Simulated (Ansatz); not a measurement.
# Silicon, diamond under r²SCAN: testing the Gaussian smearing

Aim: find which Gaussian smearing width is enough for energy and pressure. The geometry was relaxed under r²SCAN beforehand and stays fixed; 7 values are run, from 0.01 to 1.0 eV. Wanted are the values from which on the energy stays within 10 and 1 meV/atom, and the pressure within 0.5 GPa, of the narrowest run. Within the series other settings stay, but some runs also write fields, which adds to their time. Spin polarisation is left out.

Method: DFT r²SCAN, plane waves with PAW, scalar-relativistic, in Ansatz 0.2.0.

1 further run of the same task is left out (set aside as unsound or not needed).

## Step 1: Starting point

It takes space group Fd-3m (No. 227, cubic). The conventional cell has a = 5.445 Å, b = 5.445 Å, c = 5.445 Å, α = 90.00°, β = 90.00°, γ = 90.00°. Around Si (site symmetry -43m) lie 4 Si at 2.36 Å.

Coordinates:

```xyz
2
Lattice="0.0000 2.7227 2.7227 2.7227 0.0000 2.7227 2.7227 2.7227 0.0000" Properties=species:S:1:pos:R:3 pbc="T T T"
Si    2.7227    2.7227    2.7227
Si    4.0841    4.0841    4.0841
```

## Step 2: With a width of 0.01 eV

The run at 0.01 eV.

Contents of input.yaml:

```yaml
crystal:
  lattice:
    - [0.0, 2.722727738, 2.722727738]
    - [2.722727738, 0.0, 2.722727738]
    - [2.722727738, 2.722727738, 0.0]
  atoms:
    - { symbol: Si, position: [0.5, 0.5, 0.5] }
    - { symbol: Si, position: [0.75, 0.75, 0.75] }
hamiltonian:
  xc: r2scan
  pseudopotentials:
    kind: paw
    azcp:
      Si: "pseudopotentials/Si.paw.azcp"
basis:
  ecutwfc: 500
  fft_grid_basis: typed
kpoints:
  mp_grid: { grid: [10, 10, 10], shift: [0, 0, 0] }
magnetization:
  spin_polarized: false
scf:
  occupations: { method: gaussian, width: 0.01 }
  lower_state_search: "off"
output:
  stress: true
```

On the command line:

```bash
$ ansatz run input.yaml --threads 2 --pin off --max-ram 5120MiB --backend cpu --events-out ev --progress --plain --runs-dir out
```

Output, shortened:

```text
Warning: RAYON_NUM_THREADS=2 ignored (pool sized by the plan → 2); use --threads N
[...]
Pseudopotentials: kind: paw
Pseudopotential: Si, paw, valence charge 4, recommended cutoff 500 eV (meta_gga), <dir>
Functional definition: r2SCAN
[...]
Crystal: 2 atoms, lattice volume = 40.369 Å³
Basis set: ecut = 500 eV, 965 PW (Γ), exchange–correlation on 120×120×120 points (64 copies of the dense FFT grid, shifted against one another)
Bands: 8, of which v1, the nominal top of the filled ones, is band 4 counted from 1 (3 counted from 0)
Symmetry: 48 space group operations
Space group: Fd-3m (ITA 227), of the structure as read, at distance tolerance 3.4e-5 Å
k-points: 47 of 1000
[...]
SCF iter   1: F=-1278.131817 eV  HF=-1278.117820 eV  |F-HF|=1.40e-2  |Δ(HF+E_count)|=         —  Δρ=3.12e-3  dr2=3.08e-3  dr2_τ=1.21e-2  ethr=1.77e-3  ⟨swp⟩=6.1  Hψ=3467  notcnv=0
[...]
SCF iter   6: F=-1278.132806 eV  HF=-1278.132806 eV  |F-HF|=1.31e-10  |Δ(HF+E_count)|=   1.39e-8  Δρ=1.03e-6  dr2=2.20e-10  dr2_τ=1.23e-12  ethr=2.15e-10  ⟨swp⟩=2.0  Hψ=1306  notcnv=0
[...]
SCF converged after 6 iterations
Free energy (F): -1278.132806 eV
[...]
E sigma→0 (E₀):  -1278.132806 eV
Fermi energy:    6.458603 eV
[...]
--- Stress (GPa, compression-positive) ---
       -0.065083      -0.000000      -0.000000
       -0.000000      -0.065083      -0.000000
       -0.000000      -0.000000      -0.065083
  P = ⅓ Tr σ = -0.0651 GPa (-0.651 kbar)
```

Run time: 0.78 s. Hardware: 2 threads of Intel Xeon 6975P-C (Granite Rapids), shared host; peak memory 0.47 GiB.

## Step 3: With a width of 0.03 eV

The run at 0.03 eV.

Edit input.yaml of step 2 so:

```diff
@@ -22,3 +22,3 @@
 scf:
-  occupations: { method: gaussian, width: 0.01 }
+  occupations: { method: gaussian, width: 0.03 }
   lower_state_search: "off"
@@ -26 +26,5 @@
   stress: true
+  write_density: true
+  write_potential: true
+  elf: true
+  volumetric_format: npy
```

On the command line:

```bash
$ ansatz run input.yaml --threads 2 --pin off --max-ram 5120MiB --backend cpu --events-out ev --progress --plain --runs-dir out
```

Output, shortened:

```text
Warning: RAYON_NUM_THREADS=2 ignored (pool sized by the plan → 2); use --threads N
[...]
[... 3 set-up lines as earlier in the session ...]
[...]
Crystal: 2 atoms, lattice volume = 40.369 Å³
Basis set: ecut = 500 eV, 965 PW (Γ), exchange–correlation on 120×120×120 points (64 copies of the dense FFT grid, shifted against one another)
Bands: 8, of which v1, the nominal top of the filled ones, is band 4 counted from 1 (3 counted from 0)
[... 2 set-up lines as earlier in the session ...]
k-points: 47 of 1000
[...]
SCF iter   1: F=-1278.131818 eV  HF=-1278.117821 eV  |F-HF|=1.40e-2  |Δ(HF+E_count)|=         —  Δρ=3.12e-3  dr2=3.08e-3  dr2_τ=1.21e-2  ethr=1.77e-3  ⟨swp⟩=6.1  Hψ=3465  notcnv=0
[...]
SCF iter   6: F=-1278.132806 eV  HF=-1278.132806 eV  |F-HF|=1.32e-10  |Δ(HF+E_count)|=   1.39e-8  Δρ=1.03e-6  dr2=2.20e-10  dr2_τ=1.24e-12  ethr=2.14e-10  ⟨swp⟩=5.3  Hψ=1932  notcnv=0
[...]
SCF converged after 6 iterations
Free energy (F): -1278.132806 eV
[...]
E sigma→0 (E₀):  -1278.132806 eV
Fermi energy:    6.458248 eV
[...]
--- Stress (GPa, compression-positive) ---
       -0.065083      -0.000000      -0.000000
       -0.000000      -0.065083      -0.000000
        0.000000      -0.000000      -0.065083
  P = ⅓ Tr σ = -0.0651 GPa (-0.651 kbar)
--- Band table (eV; the first three rows and the last of 47) ---
  k-point 0: bands = ["-6.4092", "6.0691", "6.0691", "6.0691", "8.8081", "8.8081", "8.8081", "9.9478"]
[...]
```

It took 0.92 s on 2 threads of Intel Xeon 6975P-C (Granite Rapids), shared host; peak memory 0.48 GiB.

## Step 4: With a width of 0.1 eV

The run at 0.1 eV.

Edit input.yaml of step 3 so:

```diff
@@ -22,3 +22,3 @@
 scf:
-  occupations: { method: gaussian, width: 0.03 }
+  occupations: { method: gaussian, width: 0.1 }
   lower_state_search: "off"
@@ -26,5 +26 @@
   stress: true
-  write_density: true
-  write_potential: true
-  elf: true
-  volumetric_format: npy
```

On the command line:

```bash
$ ansatz run input.yaml --threads 2 --pin off --max-ram 5120MiB --backend cpu --events-out ev --progress --plain --runs-dir out
```

Output, shortened:

```text
Warning: RAYON_NUM_THREADS=2 ignored (pool sized by the plan → 2); use --threads N
[...]
[... 3 set-up lines as earlier in the session ...]
[...]
Crystal: 2 atoms, lattice volume = 40.369 Å³
Basis set: ecut = 500 eV, 965 PW (Γ), exchange–correlation on 120×120×120 points (64 copies of the dense FFT grid, shifted against one another)
Bands: 8, of which v1, the nominal top of the filled ones, is band 4 counted from 1 (3 counted from 0)
[... 2 set-up lines as earlier in the session ...]
k-points: 47 of 1000
[...]
SCF iter   1: F=-1278.131838 eV  HF=-1278.117836 eV  |F-HF|=1.40e-2  |Δ(HF+E_count)|=         —  Δρ=3.12e-3  dr2=3.08e-3  dr2_τ=1.21e-2  ethr=1.77e-3  ⟨swp⟩=5.8  Hψ=3360  notcnv=0
[...]
SCF iter   6: F=-1278.132806 eV  HF=-1278.132806 eV  |F-HF|=1.30e-10  |Δ(HF+E_count)|=   1.36e-8  Δρ=1.01e-6  dr2=2.12e-10  dr2_τ=1.24e-12  ethr=2.06e-10  ⟨swp⟩=2.0  Hψ=1306  notcnv=0
[...]
SCF converged after 6 iterations
Free energy (F): -1278.132806 eV
[...]
E sigma→0 (E₀):  -1278.132806 eV
Fermi energy:    6.454333 eV
[...]
--- Stress (GPa, compression-positive) ---
       -0.065083       0.000000       0.000000
        0.000000      -0.065083      -0.000000
       -0.000000       0.000000      -0.065083
  P = ⅓ Tr σ = -0.0651 GPa (-0.651 kbar)
```

Run time: 0.77 s. Hardware: 2 threads of Intel Xeon 6975P-C (Granite Rapids), shared host; peak memory 0.46 GiB.

## Step 5: With a width of 0.2 eV

The run at 0.2 eV.

Edit input.yaml of step 4 so:

```diff
@@ -22,3 +22,3 @@
 scf:
-  occupations: { method: gaussian, width: 0.1 }
+  occupations: { method: gaussian, width: 0.2 }
   lower_state_search: "off"
@@ -26 +26,5 @@
   stress: true
+  write_density: true
+  write_potential: true
+  elf: true
+  volumetric_format: npy
```

On the command line:

```bash
$ ansatz run input.yaml --threads 2 --pin off --max-ram 5120MiB --backend cpu --events-out ev --progress --plain --runs-dir out
```

Output, shortened:

```text
Warning: RAYON_NUM_THREADS=2 ignored (pool sized by the plan → 2); use --threads N
[...]
[... 3 set-up lines as earlier in the session ...]
[...]
Crystal: 2 atoms, lattice volume = 40.369 Å³
Basis set: ecut = 500 eV, 965 PW (Γ), exchange–correlation on 120×120×120 points (64 copies of the dense FFT grid, shifted against one another)
Bands: 8, of which v1, the nominal top of the filled ones, is band 4 counted from 1 (3 counted from 0)
[... 2 set-up lines as earlier in the session ...]
k-points: 47 of 1000
[...]
SCF iter   1: F=-1278.131866 eV  HF=-1278.117861 eV  |F-HF|=1.40e-2  |Δ(HF+E_count)|=         —  Δρ=3.12e-3  dr2=3.09e-3  dr2_τ=1.21e-2  ethr=1.77e-3  ⟨swp⟩=5.3  Hψ=3195  notcnv=0
[...]
SCF iter   6: F=-1278.132808 eV  HF=-1278.132808 eV  |F-HF|=1.13e-10  |Δ(HF+E_count)|=   1.43e-8  Δρ=9.44e-7  dr2=1.85e-10  dr2_τ=1.07e-12  ethr=2.17e-10  ⟨swp⟩=5.5  Hψ=2075  notcnv=0
[...]
SCF converged after 6 iterations
Free energy (F): -1278.132808 eV
[...]
E sigma→0 (E₀):  -1278.132797 eV
Entropy (-TS):   -0.000023 eV (-0.011 meV/atom)
Fermi energy:    6.443204 eV
[...]
--- Stress (GPa, compression-positive) ---
       -0.065253       0.000000      -0.000000
        0.000000      -0.065253      -0.000000
       -0.000000       0.000000      -0.065253
  P = ⅓ Tr σ = -0.0653 GPa (-0.653 kbar)
--- Band table (eV; the first three rows and the last of 47) ---
  k-point 0: bands = ["-6.4092", "6.0690", "6.0690", "6.0690", "8.8081", "8.8081", "8.8081", "9.9477"]
[...]
```

Wall time 0.96 s (2 threads of Intel Xeon 6975P-C (Granite Rapids), shared host); peak memory 0.47 GiB.

## Step 6: With a width of 0.3 eV

The run at 0.3 eV.

Edit input.yaml of step 5 so:

```diff
@@ -22,3 +22,3 @@
 scf:
-  occupations: { method: gaussian, width: 0.2 }
+  occupations: { method: gaussian, width: 0.3 }
   lower_state_search: "off"
@@ -26,5 +26 @@
   stress: true
-  write_density: true
-  write_potential: true
-  elf: true
-  volumetric_format: npy
```

On the command line:

```bash
$ ansatz run input.yaml --threads 2 --pin off --max-ram 5120MiB --backend cpu --events-out ev --progress --plain --runs-dir out
```

Output, shortened:

```text
Warning: RAYON_NUM_THREADS=2 ignored (pool sized by the plan → 2); use --threads N
[...]
[... 3 set-up lines as earlier in the session ...]
[...]
Crystal: 2 atoms, lattice volume = 40.369 Å³
Basis set: ecut = 500 eV, 965 PW (Γ), exchange–correlation on 120×120×120 points (64 copies of the dense FFT grid, shifted against one another)
Bands: 8, of which v1, the nominal top of the filled ones, is band 4 counted from 1 (3 counted from 0)
[... 2 set-up lines as earlier in the session ...]
k-points: 47 of 1000
[...]
SCF iter   1: F=-1278.131972 eV  HF=-1278.117976 eV  |F-HF|=1.40e-2  |Δ(HF+E_count)|=         —  Δρ=3.12e-3  dr2=3.10e-3  dr2_τ=1.21e-2  ethr=1.77e-3  ⟨swp⟩=5.3  Hψ=3157  notcnv=0
[...]
SCF iter   6: F=-1278.132873 eV  HF=-1278.132873 eV  |F-HF|=1.04e-10  |Δ(HF+E_count)|=   1.46e-8  Δρ=8.96e-7  dr2=1.67e-10  dr2_τ=1.04e-12  ethr=2.19e-10  ⟨swp⟩=2.0  Hψ=1309  notcnv=0
[...]
SCF converged after 6 iterations
Free energy (F): -1278.132873 eV
[...]
E sigma→0 (E₀):  -1278.132637 eV
Entropy (-TS):   -0.000472 eV (-0.236 meV/atom)
Fermi energy:    6.440060 eV
[...]
--- Stress (GPa, compression-positive) ---
       -0.067924      -0.000000      -0.000000
       -0.000000      -0.067924       0.000000
       -0.000000      -0.000000      -0.067924
  P = ⅓ Tr σ = -0.0679 GPa (-0.679 kbar)
```

Run time: 0.8 s. Hardware: 2 threads of Intel Xeon 6975P-C (Granite Rapids), shared host; peak memory 0.47 GiB.

## Step 7: With a width of 0.6 eV

The run at 0.6 eV.

Edit input.yaml of step 6 so:

```diff
@@ -22,3 +22,3 @@
 scf:
-  occupations: { method: gaussian, width: 0.3 }
+  occupations: { method: gaussian, width: 0.6 }
   lower_state_search: "off"
```

On the command line:

```bash
$ ansatz run input.yaml --threads 2 --pin off --max-ram 5120MiB --backend cpu --events-out ev --progress --plain --runs-dir out
```

Output, shortened:

```text
Warning: RAYON_NUM_THREADS=2 ignored (pool sized by the plan → 2); use --threads N
[...]
[... 3 set-up lines as earlier in the session ...]
[...]
Crystal: 2 atoms, lattice volume = 40.369 Å³
Basis set: ecut = 500 eV, 965 PW (Γ), exchange–correlation on 120×120×120 points (64 copies of the dense FFT grid, shifted against one another)
Bands: 8, of which v1, the nominal top of the filled ones, is band 4 counted from 1 (3 counted from 0)
[... 2 set-up lines as earlier in the session ...]
k-points: 47 of 1000
[...]
SCF iter   1: F=-1278.134915 eV  HF=-1278.121213 eV  |F-HF|=1.37e-2  |Δ(HF+E_count)|=         —  Δρ=3.09e-3  dr2=3.27e-3  dr2_τ=1.20e-2  ethr=1.77e-3  ⟨swp⟩=5.0  Hψ=3035  notcnv=0
[...]
SCF iter   6: F=-1278.135881 eV  HF=-1278.135881 eV  |F-HF|=5.05e-11  |Δ(HF+E_count)|=   1.08e-8  Δρ=6.25e-7  dr2=8.21e-11  dr2_τ=5.20e-13  ethr=1.75e-10  ⟨swp⟩=2.0  Hψ=1310  notcnv=0
[...]
SCF converged after 6 iterations
Free energy (F): -1278.135881 eV
[...]
E sigma→0 (E₀):  -1278.129139 eV
Entropy (-TS):   -0.013486 eV (-6.743 meV/atom)
Fermi energy:    6.426374 eV
[...]
--- Stress (GPa, compression-positive) ---
       -0.110046       0.000000      -0.000000
        0.000000      -0.110046      -0.000000
        0.000000      -0.000000      -0.110046
  P = ⅓ Tr σ = -0.1100 GPa (-1.100 kbar)
```

Run time: 0.79 s. Hardware: 2 threads of Intel Xeon 6975P-C (Granite Rapids), shared host; peak memory 0.46 GiB.

## Step 8: With a width of 1.0 eV

The run at 1.0 eV.

Edit input.yaml of step 7 so:

```diff
@@ -22,3 +22,3 @@
 scf:
-  occupations: { method: gaussian, width: 0.6 }
+  occupations: { method: gaussian, width: 1.0 }
   lower_state_search: "off"
```

On the command line:

```bash
$ ansatz run input.yaml --threads 2 --pin off --max-ram 5120MiB --backend cpu --events-out ev --progress --plain --runs-dir out
```

Output, shortened:

```text
Warning: RAYON_NUM_THREADS=2 ignored (pool sized by the plan → 2); use --threads N
band count auto-derived: 9 (N_el = 8.0; filled up to band 4; 8 by the electrons, moments and atoms)
[...]
[... 3 set-up lines as earlier in the session ...]
[...]
Crystal: 2 atoms, lattice volume = 40.369 Å³
Basis set: ecut = 500 eV, 965 PW (Γ), exchange–correlation on 120×120×120 points (64 copies of the dense FFT grid, shifted against one another)
Bands: 9, of which v1, the nominal top of the filled ones, is band 4 counted from 1 (3 counted from 0)
[... 2 set-up lines as earlier in the session ...]
k-points: 47 of 1000
[...]
SCF iter   1: F=-1278.155964 eV  HF=-1278.143299 eV  |F-HF|=1.27e-2  |Δ(HF+E_count)|=         —  Δρ=3.09e-3  dr2=4.21e-3  dr2_τ=1.18e-2  ethr=1.77e-3  ⟨swp⟩=4.6  Hψ=3129  notcnv=0
[...]
SCF iter   6: F=-1278.157212 eV  HF=-1278.157212 eV  |F-HF|=1.07e-9  |Δ(HF+E_count)|=   3.47e-8  Δρ=3.56e-6  dr2=2.74e-9  dr2_τ=2.28e-11  ethr=5.28e-10  ⟨swp⟩=2.3  Hψ=1451  notcnv=0
[...]
SCF converged after 6 iterations
Free energy (F): -1278.157212 eV
[...]
E sigma→0 (E₀):  -1278.110129 eV
Entropy (-TS):   -0.094167 eV (-47.083 meV/atom)
Fermi energy:    6.409415 eV
[...]
--- Stress (GPa, compression-positive) ---
       -0.176182       0.000000      -0.000000
        0.000000      -0.176182      -0.000000
       -0.000000      -0.000000      -0.176182
  P = ⅓ Tr σ = -0.1762 GPa (-1.762 kbar)
```

It took 0.81 s on 2 threads of Intel Xeon 6975P-C (Granite Rapids), shared host; peak memory 0.46 GiB.

## Step 9: All values side by side

Energies count from the run at 0.01 eV.

| smearing (eV) | F (meV/atom) | E(σ → 0) (meV/atom) | P (GPa) | SCF cycles | CPU time |
| --- | --- | --- | --- | --- | --- |
| 0.01 | 0.00 | 0.00 | -0.07 | 6 | 1.4 s |
| 0.03 | 0.00 | 0.00 | -0.07 | 6 | 1.6 s |
| 0.1 | 0.00 | 0.00 | -0.07 | 6 | 1.4 s |
| 0.2 | 0.00 | 0.00 | -0.07 | 6 | 1.7 s |
| 0.3 | -0.03 | 0.08 | -0.07 | 6 | 1.4 s |
| 0.6 | -1.54 | 1.83 | -0.11 | 6 | 1.4 s |
| 1.0 | -12.20 | 11.34 | -0.18 | 6 | 1.4 s |

## Step 10: Results

| quantity | value |
| --- | --- |
| E(σ → 0) stays within 10 meV/atom of 0.01 eV | up to 0.6 eV |
| E(σ → 0) stays within 1 meV/atom | up to 0.3 eV |
| pressure stays within 0.5 GPa | up to 1.0 eV |
| pressure at 0.01 eV | -0.07 GPa |

In words: At 1.0 eV the energy differs by +11.3 meV/atom and the pressure by -0.1 GPa. Over the range F shifts by -12.2 meV/atom, while E(σ → 0) shifts by +11.3. While the width stays far under the gap, it changes nothing.

The gaps are Kohn-Sham values of a semilocal functional, not quasiparticle or optical gaps. Such gaps usually fall short of the measured ones.
